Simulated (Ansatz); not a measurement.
TiO: course of a relaxation

Computed with Ansatz 0.2.0, DFT r2SCAN+U, scalar-relativistic, plane waves, PAW. Settings: 500 eV cutoff, 12×12×12 k-mesh, Gaussian smearing of 0.10 eV, no spin polarisation, U_eff Ti 4.0 eV on d shells.

What was changed: uniaxial strain along c, with a, b and atoms relaxed: -1.0 %.

Command:

```bash
ansatz run input.yaml --threads 1 --pin off --max-ram 2560MiB --backend cpu --events-out ev --progress --plain --runs-dir out
```

Input:

```yaml
crystal:
  lattice:
    - [5.0398651129, 0.0, 0.0]
    - [-2.5199325564, 4.3646512194, 0.0]
    - [0.0, 0.0, 2.8750170239]
  atoms:
    - { symbol: Ti, position: [0.6666666667, 0.3333333333, 0.5] }
    - { symbol: Ti, position: [0.3333333333, 0.6666666667, 0.5] }
    - { symbol: Ti, position: [0.0, 0.0, 0.0] }
    - { symbol: O, position: [0.6088595041, 0.6088595041, 0.0] }
    - { symbol: O, position: [0.3911404959, 0.0, 0.0] }
    - { symbol: O, position: [0.0, 0.3911404959, 0.0] }
basis:
  ecutwfc: 500
kpoints:
  mp_grid: { grid: [12, 12, 12] }
hamiltonian:
  xc: r2scan
  hubbard: { sites: [{ species: Ti, l: d, u_eff: 4.0 }] }
scf:
  occupations: { method: gaussian, width: 0.1 }
output:
  forces: true
  stress: true
  eigenvalues: true
relax:
  adjacent_minimum: "off"
  f_tol: 0.008
  max_steps: 40
  cell: { stress_tol: 0.015, fix: [c, angles] }
```

F is the free energy. Steps run on the plane waves of an earlier cell, but the last one, and at times one on the way, on a freshly chosen basis, so a repeated geometry can differ a little in energy. The held parts of the cell keep their stress, so P needn't end at zero.

Steps:

```
step F − F(1) (eV) largest force component (eV/Å) V (Å³/atom) P (GPa)
   1         0.0000                           0.018       10.540     1.04
   2         0.0000                           0.010       10.542     1.02
   3         0.0000                           0.001       10.542     1.06
   4         0.0000                           0.000       10.543     1.03
   5         0.0000                           0.000       10.543     1.03
```

Relaxed structure:

```
CELL_PARAMETERS angstrom
5.04049 0.00000 0.00000
-2.52025 4.36520 0.00000
0.00000 0.00000 2.87502
ATOMIC_POSITIONS crystal
Ti 0.66667 0.33333 0.50000
Ti 0.33333 0.66667 0.50000
Ti 0.00000 0.00000 0.00000
O 0.60914 0.60914 0.00000
O 0.39086 0.00000 0.00000
O 0.00000 0.39086 0.00000
```

The structure is hexagonal, space group P-62m (No. 189). Conventional cell: a = 5.040 Å, b = 5.040 Å, c = 2.875 Å, α = 90.00°, β = 90.00°, γ = 120.00°. Ti (site symmetry -6) is surrounded by 6 O at 2.12 Å. Ti (site symmetry -62m) has 3 O at 1.97 Å as nearest neighbours. O (site symmetry m2m) is surrounded by 5 Ti at 1.97 to 2.12 Å.

The run converged. The run took 5.6 min on 1 thread of Intel(R) Xeon(R) 6975P-C (Granite Rapids), on a shared host, peak memory 1.5 GiB.